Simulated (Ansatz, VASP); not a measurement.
# ZnO in VASP and in Ansatz

INCAR

```
SYSTEM = ZnO
PREC = Accurate
ENCUT = 520
EDIFF = 1E-7
ISMEAR = 0
SIGMA = 0.01
LREAL = .FALSE.
LASPH = .TRUE.
NELM = 80
ALGO = Normal
ISIF = 2
LWAVE = .FALSE.
LCHARG = .FALSE.
GGA = PS
NBANDS = 26
```

Contents of KPOINTS:

```
Automatic mesh
0
G
  9 9 6
  0 0 0
```

File POSCAR:

```
ZnO
1.0
    3.2309096810      0.0000000000      0.0000000000
   -1.6154548405      2.7980498610      0.0000000000
    0.0000000000      0.0000000000      5.2156080124
Zn O
2 2
Direct
    0.3333333333      0.6666666667     -0.0075495167
    0.6666666667      0.3333333333      0.4924504833
    0.3333333333      0.6666666667      0.3895495167
    0.6666666667      0.3333333333      0.8895495167
```

Input for Ansatz:

```yaml
crystal:
  lattice:
    - [3.230909681, 0.0, 0.0]
    - [-1.6154548405, 2.798049861, 0.0]
    - [0.0, 0.0, 5.2156080124]
  atoms:
    - { symbol: Zn, position: [0.3333333333, 0.6666666667, -0.0075495167] }
    - { symbol: Zn, position: [0.6666666667, 0.3333333333, 0.4924504833] }
    - { symbol: O, position: [0.3333333333, 0.6666666667, 0.3895495167] }
    - { symbol: O, position: [0.6666666667, 0.3333333333, 0.8895495167] }
basis:
  ecutwfc: 420
  xc_grid: 2
kpoints:
  mp_grid: { grid: [9, 9, 6] }
hamiltonian:
  xc: pbesol
  pseudopotentials: { kind: paw, azcp: { folder: soft_1 } }
scf:
  occupations: { method: fixed }
output:
  forces: true
  stress: true
  eigenvalues: true
  polarization: {}
```

Change from the starting cell: polar distortion scaled by 0.85.

Alike in both runs: task single point; functional PBEsol; k mesh 9 × 9 × 6; no spin polarisation.

```csv
,VASP,Ansatz
version,VASP 6.6.1,Ansatz 0.2.0
potentials or method,"VASP PAW PBE potentials, release 64 (Zn, O)","scalar-relativistic, plane waves, PAW"
plane-wave cutoff (eV),520,420
occupations,"gaussian, width 0.01 eV",fixed
valence electrons in the cell,36,36
```

```tsv
	VASP	Ansatz	Ansatz less VASP
gap on the k mesh at the Fermi level (eV)	0.70	0.71	+0.009
least direct gap on the mesh (eV)	0.70	0.71	+0.009
pressure (GPa)	1.5	0.6	-0.92
largest component of the traceless stress (GPa)	4.83	4.53	-0.299
rms of the force components (eV/Å)	0.267	0.255	-0.0114
```

Atom by atom the forces differ by 0.011 eV/Å (rms over components). Ansatz warned: «pseudo_functional_mismatch».

Caveats: the PAW data sets were made with another functional, which shifts forces and pressure a little (VASP).
